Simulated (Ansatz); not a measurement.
# BP (F-43m), clamped-ion strain scan

Computed with DFT PBE, scalar-relativistic, plane waves, PAW (Ansatz). Settings: plane waves to 420 eV, k-mesh 10×10×10 (Γ-centred), Gaussian smearing 0.05 eV. No spin polarisation. Energies are free energies at this smearing, counted from the undisturbed cell; pressure is positive in compression.

Reference structure (relaxed at this level):

```xyz
2
Lattice="0.0000 2.2742 2.2742 2.2742 0.0000 2.2742 2.2742 2.2742 0.0000" Properties=species:S:1:pos:R:3 pbc="T T T"
B     0.0000    0.0000    0.0000
P     3.4112    3.4112    3.4112
```

The cell is strained by ε times the Voigt pattern (0, 1, 0, 0, 0, 0) (xx, yy, zz, yz, xz, xy; engineering shear) with fractional coordinates fixed.

| ε | ΔE (meV/atom) | stress summed along the pattern (GPa, tension positive) | pressure (GPa) | gap on the mesh (eV) |
| --- | --- | --- | --- | --- |
| -0.0400 | 20.5 | -14.18 | 7.1 | 0.58 |
| -0.0300 | 11.5 | -10.53 | 5.2 | 0.75 |
| -0.0200 | 5.1 | -6.95 | 3.4 | 0.92 |
| -0.0100 | 1.3 | -3.45 | 1.7 | 1.09 |
| 0.0000 | 0.0 | -0.01 | 0.0 | 1.25 |
| 0.0100 | 1.2 | 3.34 | -1.6 | 1.19 |
| 0.0200 | 4.9 | 6.62 | -3.1 | 1.13 |
| 0.0300 | 10.9 | 9.83 | -4.5 | 1.07 |
| 0.0350 | 14.8 | 11.40 | -5.2 | 1.04 |
| 0.0400 | 19.3 | 12.96 | -5.9 | 1.02 |